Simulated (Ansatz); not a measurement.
**Response to strain in CsPbI3**

The reference is CsPbI$_{3}$ in the cubic perovskite structure (space group Pm-3m, No. 221; a = 6.3905 Å). Axes: x, y, z lie along the cube axes.

Strains are applied to the cell and any free atomic positions relax; under biaxial strain the out-of-plane vector relaxes too.

Calculations: plane-wave PAW DFT at the PBE level (Ansatz, a quantum-chemistry and plane-wave program, 420 eV), no SOC.

Candidates:
(a) biaxial strain −0.96 %, plane normal [001], relaxed out of plane
(b) uniaxial strain ε_zz = +2.57 %
(c) biaxial strain +2.70 %, plane normal [001], relaxed out of plane
(d) isotropic strain −3.09 %
(e) isotropic strain −0.44 %

Notes on the quantities. energy relative to the base: free energy F.

Question: Order them by energy relative to the base, lowest first.

Answer: (e) isotropic strain −0.44 % (+0.4 meV/atom), (a) biaxial strain −0.96 %, plane normal [001], relaxed out of plane (+1.2 meV/atom), (b) uniaxial strain ε_zz = +2.57 % (+3.3 meV/atom), (c) biaxial strain +2.70 %, plane normal [001], relaxed out of plane (+8.1 meV/atom), (d) isotropic strain −3.09 % (+23 meV/atom)

Stability against distortions was not tested. Many cubic perovskites are stable only at high temperature; tilts and polar distortions were not tested. This is not the structure that CsPbI3 has at room temperature and ambient pressure.
